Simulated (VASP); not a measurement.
# Te (R-3m) in VASP: notebook

Aim: see how the results for Te move with the level of theory and the settings. Levels: PBEsol, MS2, PBE, optB88-vdW. Tasks: relaxation of cell and atoms, single point.

Program: VASP 6.6.1. These are calculated values, not measurements. Logs are shortened: lines on timing, memory, paths and dates and some standing lists are left out, and cuts for length are marked.

## 1. Starting point

It takes space group R-3m (No. 166, trigonal). The conventional cell has a = 4.612 Å, b = 4.612 Å, c = 5.073 Å, α = 90.00°, β = 90.00°, γ = 120.00°. Te (site symmetry -3m) has 6 Te at 3.15 Å as nearest neighbours.

This isn't the form of Te at room conditions, which is trigonal, of chains.

## 2. Relaxation of cell and atoms, PBEsol, target pressure 30 GPa, at which the enthalpy is minimised

INCAR

```
SYSTEM = Te
  ALGO = Normal
  EDIFF = 1E-7
  EDIFFG = -0.02
  ENCUT = 600
  GGA = PS
  IBRION = 2
  ISIF = 3
  ISMEAR = -1
  LASPH = .True.
  LCHARG = .False.
  LREAL = .False.
  LWAVE = .False.
  NELM = 60
  NSW = 40
  PREC = Accurate
  PSTRESS = 300
  SIGMA = 0.05
```

KPOINTS

```
k-points
0
Gamma
  9 9 9
  0 0 0
```

POSCAR

```
Te
1.0
    2.3059043427      1.3313144930      1.6909537039
   -2.3059043427      1.3313144930      1.6909537039
    0.0000000000     -2.6626289860      1.6909537039
Te
1
Direct
    0.5000000000      0.5000000000      0.5000000000
```

Potentials or basis: VASP PAW PBE potentials, release 64 (Te).

Command:

```bash
$ cat potpaw_PBE.64/Te/POTCAR > POTCAR
$ mpirun -np 1 vasp_std > vasp.out
```

OUTCAR:

```text
SYSTEM = Te
   EDIFF = 1E-7
   EDIFFG = -0.02
   ENCUT = 600
   GGA = PS
   IBRION = 2
   ISIF = 3
   ISMEAR = -1
   LASPH = .True.
   LREAL = .False.
   NELM = 60
   NSW = 40
   PREC = Accurate
   PSTRESS = 300

 ion  position               nearest neighbor table
   1  0.500  0.500  0.500-

  LATTYP: Found a trigonal (rhomboedric) cell.
 ALAT       =     3.1541904739
 COS(alpha) =    -0.0688991668

  Lattice vectors:

 A1 = (   2.3059043427,   1.3313144930,   1.6909537039)
 A2 = (  -2.3059043427,   1.3313144930,   1.6909537039)
 A3 = (   0.0000000000,  -2.6626289860,   1.6909537039)

Analysis of symmetry for initial positions (statically):
=====================================================================
 Subroutine PRICEL returns:
 Original cell was already a primitive cell.

 Routine SETGRP: Setting up the symmetry group for a
 trigonal (rhombohedral) supercell.

 Subroutine GETGRP returns: Found 12 space group operations
 (whereof 12 operations were pure point group operations)
 out of a pool of 12 trial point group operations.

The static configuration has the point symmetry D_3d.

Analysis of symmetry for dynamics (positions and initial velocities):
=====================================================================
 Subroutine PRICEL returns:
 Original cell was already a primitive cell.

 Routine SETGRP: Setting up the symmetry group for a
 trigonal (rhombohedral) supercell.

 Subroutine GETGRP returns: Found 12 space group operations
 (whereof 12 operations were pure point group operations)
 out of a pool of 12 trial point group operations.

The dynamic configuration has the point symmetry D_3d.

 Subroutine INISYM returns: Found 12 space group operations
 (whereof 12 operations are pure point group operations),
 and found     1 'primitive' translations

----------------------------------------------------------------------------------------

                                     Primitive cell

  volume of cell :      31.1462

  direct lattice vectors                    reciprocal lattice vectors
     2.305904343  1.331314493  1.690953704     0.216834667  0.125189553  0.197127415
    -2.305904343  1.331314493  1.690953704    -0.216834667  0.125189553  0.197127415
     0.000000000 -2.662628986  1.690953704     0.000000000 -0.250379107  0.197127415

  length of vectors
     3.154190474  3.154190474  3.154190474     0.318667405  0.318667405  0.318667405

  position of ions in fractional coordinates (direct lattice)
[... 71 lines left out ...]
   ISPIN  =      1    spin polarized calculation?
   LNONCOLLINEAR =      F non collinear calculations
   LSORBIT =      F    spin-orbit coupling
   LASPH  =      T    aspherical Exc in radial PAW
   ENCUT  =  600.0 eV  44.10 Ry    6.64 a.u.   6.30  6.30  6.30*2*pi/ulx,y,z
   NELM   =     60;   NELMIN=  2; NELMDL= -5     # of ELM steps
   EDIFF  = 0.1E-06   stopping-criterion for ELM
   LREAL  =      F    real-space projection
   EDIFFG = -.2E-01   stopping-criterion for IOM
   NSW    =     40    number of steps for IOM
   IBRION =      2    ionic relax: 0-MD 1-quasi-New 2-CG
   NFREE  =      1    steps in history (QN), initial steepest desc. (CG)
   ISIF   =      3    stress and relaxation
   ISYM   =      2    0-nonsym 1-usesym 2-fastsym
   POTIM  = 0.5000    time-step for ionic-motion
   TEBEG  =    0.0;   TEEND  =   0.0 temperature during run
   PSTRESS=  300.0 pullay stress
   NELECT =       6.0000    total number of electrons
   NUPDOWN=      -1.0000    fix difference up-down
   EMIN   =  10.00;   EMAX   =-10.00  energy-range for DOS
   EFERMI =   0.00;   METHOD = LEGACY
   ISMEAR =    -1;   SIGMA  =   0.05  broadening in eV -4-tet -1-fermi 0-gaus
   EFERMI_NEDOS =   21; number of points for ismear=-14 and -15
   IALGO  =     38    algorithm
   IMIX   =      4    mixing-type and parameters
     AMIX     =   0.40;   BMIX     =  1.00
     AMIX_MAG =   1.60;   BMIX_MAG =  1.00
  volume/ion in A,a.u.               =      31.15       210.18
  Fermi-wavevector in a.u.,A,eV,Ry     =   0.945490  1.786717 12.162947  0.893951
  Thomas-Fermi vector in A             =   2.073397
   LORBIT       =      0    0 simple, 1 ext, 2 COOP (PROOUT), +10 PAW based schemes
   GGA     = PS    functional components
   LHFCALC =     F    Hartree Fock is set to
   AEXX    =    0.0000 exact exchange contribution
   IVDW    =     0    specifies the selected vdW correction
   LEPSILON=     F    determine dielectric tensor
   LRPA    =     F    only Hartree local field effects (RPA)
 conjugate gradient relaxation of ions
 non-spin polarized calculation
  energy-cutoff  :      600.00
  volume of cell :       31.15
 maximum number of plane-waves:      1069
 NGX is ok and might be reduce to    28
   NGX = 13   NGY = 13   NGZ = 13

--------------------------------------- Ionic step        1  -------------------------------------------

 number of electron       5.9999999 magnetization

 Free energy of the ion-electron system (eV)
  ---------------------------------------------------
  ext. energy  EPLUGINS =         0.00000000
  ---------------------------------------------------
  free energy    TOTEN  =        -3.50515437 eV

  energy without entropy =       -3.49975923  energy(sigma->0) =       -3.50245680

 E-fermi :   6.9484     XC(G=0):  -9.6472

 val. band max:        6.9294153511   @ k =   0.2222   0.1111   0.1111
 cond. band min:       6.9484543634   @ k =  -0.3333   0.4444   0.2222
 fundamental gap:      0.0190390124
 Fermi energy:         6.9483809231

 k-point     1 :       0.0000    0.0000    0.0000
  band No.  band energies     occupation
      1      -7.0397      2.00000
      2       7.9199      0.00000
      3       8.3846      0.00000
      4       8.3846      0.00000
      5      13.0111      0.00000
      6      13.0111      0.00000
      7      13.5002      0.00000
[... 336 lines left out ...]
  energy  without entropy=       -3.1862270885  energy(sigma->0) =       -3.18794605

  enthalpy is  TOTEN    =         1.5011546551 eV   P V=        4.6908196577

[... ionic steps 4 to 24 ...]

--------------------------------------- Ionic step       25  -------------------------------------------

 number of electron       6.0000000 magnetization

------------------------ aborting loop because EDIFF is reached ----------------------------------------
[... 69 lines left out ...]
--------------------------------------- Ionic step       27  -------------------------------------------

 number of electron       6.0000000 magnetization

 Free energy of the ion-electron system (eV)
  ---------------------------------------------------
  ext. energy  EPLUGINS =         0.00000000
  ---------------------------------------------------
  free energy    TOTEN  =        -2.84706738 eV

  energy without entropy =       -2.84179826  energy(sigma->0) =       -2.84443282

 E-fermi :  12.6229     XC(G=0): -11.5795

 val. band max:       12.5370022530   @ k =  -0.4444   0.3333   0.3333
 cond. band min:      12.6866558998   @ k =  -0.1111   0.3333   0.1111
 fundamental gap:      0.1496536468
 Fermi energy:        12.6229184630

 k-point     1 :       0.0000    0.0000    0.0000
  band No.  band energies     occupation
      1      -4.2462      2.00000
      2      17.5431      0.00000
      3      17.5431      0.00000
      4      17.5463      0.00000
      5      23.2676      0.00000
      6      23.2694      0.00000
      7      23.2694      0.00000
[... 262 lines left out ...]
  energy  without entropy=       -2.8417982624  energy(sigma->0) =       -2.84443282

  enthalpy is  TOTEN    =         1.0792767395 eV   P V=        3.9263441189

 reached required accuracy - stopping structural energy minimisation
```

OSZICAR:

```text
N       E                     dE             d eps       ncg     rms          rms(c)
DAV:   1     0.198730528675E+02    0.19873E+02   -0.27478E+03  1190   0.761E+02
[... 224 lines left out ...]
       N       E                     dE             d eps       ncg     rms          rms(c)
DAV:   1    -0.284712344514E+01   -0.92840E-02   -0.17000E-03  1400   0.235E-01    0.511E-02
DAV:   2    -0.284708642077E+01    0.37024E-04   -0.41764E-05  1358   0.531E-02    0.235E-02
DAV:   3    -0.284706737084E+01    0.19050E-04   -0.34098E-05  1337   0.327E-02    0.336E-02
DAV:   4    -0.284706721584E+01    0.15499E-06   -0.56445E-07  1729   0.614E-03    0.318E-02
DAV:   5    -0.284706739054E+01   -0.17470E-06   -0.56254E-08  1295   0.181E-03    0.974E-04
DAV:   6    -0.284706737934E+01    0.11205E-07   -0.22128E-09   672   0.387E-04
  27 F= 0.10792767E+01 E0= 0.10819113E+01  d E =-.824569E-03
```

Run time: 5.9 min. Hardware: 1 thread of AMD EPYC 7R43 (Zen 3), shared host; peak memory 0.15 GiB.

What came out:

```
Free energy                                            : -2.8471 eV
Relaxed volume                                         : 20.97 Å³/atom
Relaxed cell                                           : a = 3.009 Å, b = 3.009 Å, c = 3.009 Å, α = 109.47°, β = 109.47°, γ = 109.47°
Space group after relaxing (to 0.05 Å)                 : Im-3m (No. 229)
Energy change on relaxing (the enthalpy is what falls) : +658.1 meV/atom
Ionic steps                                            : 27
Pressure after relaxing                                : 30.0 GPa
Band gap on the k mesh                                 : none (metal or under the smearing width)
```

The path:
| step | energy change (eV) | largest force (eV/Å) | pressure (GPa) | volume (Å³) |
| --- | --- | --- | --- | --- |
| 1 | 0.0000 | 0.0000 | -0.04 | 31.15 |
| 2 | 12.2202 | 0.0000 | 484.90 | 11.54 |
| 3 | 0.3155 | 0.0000 | 20.40 | 25.05 |
| 4 | 0.4201 | 0.0000 | 24.92 | 24.31 |
| 5 | 0.5485 | 0.0000 | 30.19 | 23.56 |
| 6 | 0.5229 | 0.0000 | 29.16 | 23.70 |
| 7 | 0.5179 | 0.0000 | 29.15 | 23.56 |
| 8 | 0.4927 | 0.0000 | 28.24 | 22.95 |
| 9 | 0.7081 | 0.0000 | 32.08 | 20.87 |
| 10 | 0.4126 | 0.0000 | 17.37 | 22.76 |
| 11 | 0.6518 | 0.0000 | 29.24 | 21.16 |
| 12 | 0.6618 | 0.0000 | 29.75 | 21.11 |
| 13 | 0.6627 | 0.0000 | 29.79 | 21.11 |
| 14 | 0.6588 | 0.0000 | 29.43 | 21.12 |
| 15 | 0.6401 | 0.0000 | 28.90 | 21.14 |
| 16 | 0.6369 | 0.0000 | 28.90 | 21.13 |
| 17 | 0.6288 | 0.0000 | 28.54 | 21.15 |
| 18 | 0.6260 | 0.0000 | 28.47 | 21.15 |
| 19 | 0.6255 | 0.0000 | 28.45 | 21.15 |
| 20 | 0.6256 | 0.0000 | 28.45 | 21.15 |
| 21 | 0.6271 | 0.0000 | 28.53 | 21.14 |
| 22 | 0.6272 | 0.0000 | 28.53 | 21.14 |
| 23 | 0.6290 | 0.0000 | 28.62 | 21.13 |
| 24 | 0.6343 | 0.0000 | 28.87 | 21.10 |
| 25 | 0.6452 | 0.0000 | 29.39 | 21.04 |
| 26 | 0.6673 | 0.0000 | 30.44 | 20.92 |
| 27 | 0.6581 | 0.0000 | 30.00 | 20.97 |

Final structure:
```
CELL_PARAMETERS angstrom
2.45684 1.41846 1.00284
-2.45684 1.41846 1.00284
0.00000 -2.83692 1.00284
ATOMIC_POSITIONS crystal
Te 0.50000 0.50000 0.50000
```

Caveat: the cell is relaxed towards a set pressure, so the enthalpy falls and the energy may rise; the volume moved by over 15 % at a fixed basis, so the end points are rough; the PAW data sets were made with another functional, which shifts forces and pressure a little.

## 3. Single point, MS2

run.py

```python
from ase.calculators.vasp import Vasp
from ase.dft.bandgap import bandgap
from ase.spacegroup import crystal

atoms = crystal(
    ['Te'],
    basis=[[0.0, 0.0, 0.5]],
    spacegroup=166,
    setting=1,
    cellpar=[4.61180869, 4.61180869, 5.07286111, 90.0, 90.0, 120.0],
    primitive_cell=True,
)
calc = Vasp(
    directory='calc',
    xc='ms2',
    pp='PBE',
    setups='recommended',
    prec='Accurate',
    encut=520,
    ediff=1e-06,
    ismear=-5,
    sigma=0.05,
    lreal=False,
    lasph=True,
    nelm=80,
    algo='Normal',
    isif=2,
    lwave=False,
    lcharg=False,
    lmixtau=True,
    kpts=[9, 9, 9],
    gamma=True,
    nbands=9,
)
atoms.calc = calc

print('energy (eV):', atoms.get_potential_energy())
print('free energy (eV):', atoms.get_potential_energy(force_consistent=True))
print('forces (eV/A):')
print(atoms.get_forces())
print('stress (eV/A^3, Voigt):', atoms.get_stress())
print('Fermi level (eV):', calc.get_fermi_level())
gap, top, bottom = bandgap(calc)
print('band gap (eV):', gap, 'from (spin, k, band)', top, 'to', bottom)
```

Potentials or basis: VASP PAW PBE potentials, release 64 (Te).

Command:

```bash
$ python run.py
```

What it wrote:

```text
energy (eV): 1.1835057
free energy (eV): 1.1835057
forces (eV/A):
[[ 0. -0.  0.]]
stress (eV/A^3, Voigt): [ 0.00311574  0.00311574  0.00726931 -0.          0.          0.        ]
Fermi level (eV): 7.01668226
band gap (eV): 0.0 from (spin, k, band) (None, None, None) to (None, None, None)
```

OUTCAR:

```text
ENCUT = 520.000000
   EDIFF = 1.00e-06
   METAGGA = MS2
   PREC = Accurate
   ISIF = 2
   ISMEAR = -5
   NELM = 80
   LASPH = .TRUE.
   LREAL = .FALSE.

 ion  position               nearest neighbor table
   1  0.500  0.500  0.500-

  LATTYP: Found a trigonal (rhomboedric) cell.
 ALAT       =     3.1541904758
 COS(alpha) =    -0.0688991676

  Lattice vectors:
[... 483 lines left out ...]
  Total       -0.0970433     -0.0970433     -0.2264113     -0.0000000      0.0000000     -0.0000000
  in kB       -4.9919599     -4.9919599    -11.6467243     -0.0000000      0.0000000     -0.0000000
  external PRESSURE =      -7.2102147 kB  Pullay stress =       0.0000000 kB

 VOLUME and BASIS-vectors are now :
 -----------------------------------------------------------------------------
  energy-cutoff  :      520.00
  volume of cell :       31.15
      direct lattice vectors                 reciprocal lattice vectors
     2.305904345  1.331314494  1.690953703     0.216834667  0.125189553  0.197127416
    -2.305904345  1.331314494  1.690953703    -0.216834667  0.125189553  0.197127416
    -0.000000000 -2.662628989  1.690953703     0.000000000 -0.250379106  0.197127416

 POSITION                                       TOTAL-FORCE (eV/Angst)
 -----------------------------------------------------------------------------------
     -0.00000      0.00000      2.53643         0.000000     -0.000000      0.000000
 -----------------------------------------------------------------------------------
    total drift:                                0.000000      0.000000     -0.000000

  FREE ENERGIE OF THE ION-ELECTRON SYSTEM (eV)
  ---------------------------------------------------
  free  energy   TOTEN  =         1.1835057000 eV

  energy  without entropy=        1.1835057000  energy(sigma->0) =        1.18350570
```

INCAR:

```text
ENCUT = 520.000000
SIGMA = 0.050000
EDIFF = 1.00e-06
ALGO = Normal
METAGGA = MS2
PREC = Accurate
ISIF = 2
ISMEAR = -5
NBANDS = 9
NELM = 80
LASPH = .TRUE.
LCHARG = .FALSE.
LWAVE = .FALSE.
LMIXTAU = .TRUE.
LREAL = .FALSE.
```

Wall time 48 s (1 thread of AMD EPYC 9R45 (Zen 5), shared host); peak memory 0.13 GiB.

Results:

```
Free energy            : 1.1835 eV
Pressure               : -0.7 GPa
Band gap on the k mesh : none (metal or under the smearing width)
```

Levels at points of the mesh, in eV from the Fermi level:
```csv
k point,band 1,band 2,band 3,band 4,band 5,band 6
"(0.00, 0.00, 0.00)",-14.00,0.98,1.46,1.46,5.98,5.98
```

Caveat: the PAW data sets were made with another functional, which shifts forces and pressure a little; tetrahedron occupations give inexact forces and stress in metals. Spin-orbit coupling is left out, which matters for the levels of Te.

## 4. Single point, PBE

INCAR

```
SYSTEM = Te
PREC = Accurate
ENCUT = 520
EDIFF = 1E-7
ISMEAR = 0
SIGMA = 0.013000000000000001
LREAL = .False.
LASPH = .True.
NELM = 60
ALGO = Normal
ISIF = 2
LWAVE = .False.
LCHARG = .False.
GGA = PE
```

KPOINTS

```
regular mesh
0
Gamma
  9 9 9
  0 0 0
```

POSCAR is that of step 2.

Command:

```bash
$ cat potpaw_PBE.64/Te/POTCAR > POTCAR
$ mpirun -np 1 vasp_std > vasp.out
```

Wall time 4.9 s (1 thread of Intel Xeon 6975P-C (Granite Rapids), shared host); peak memory 0.14 GiB.

Results (log left out):

```
Free energy            : -3.0850 eV
Pressure               : 2.6 GPa
Band gap on the k mesh : none (metal or under the smearing width)
```

Stress tensor (GPa, compression positive):
```
2.72 0.00 0.00
0.00 2.72 0.00
0.00 0.00 2.45
```

Levels at points of the mesh, in eV from the Fermi level:
| k point | band 1 | band 2 | band 3 | band 4 | band 5 | band 6 |
| --- | --- | --- | --- | --- | --- | --- |
| (0.00, 0.00, 0.00) | -13.98 | 0.95 | 1.43 | 1.43 | 6.05 | 6.05 |

The run has no spin-orbit coupling, so splittings on Te are missing.

[end of part 1 of 2]
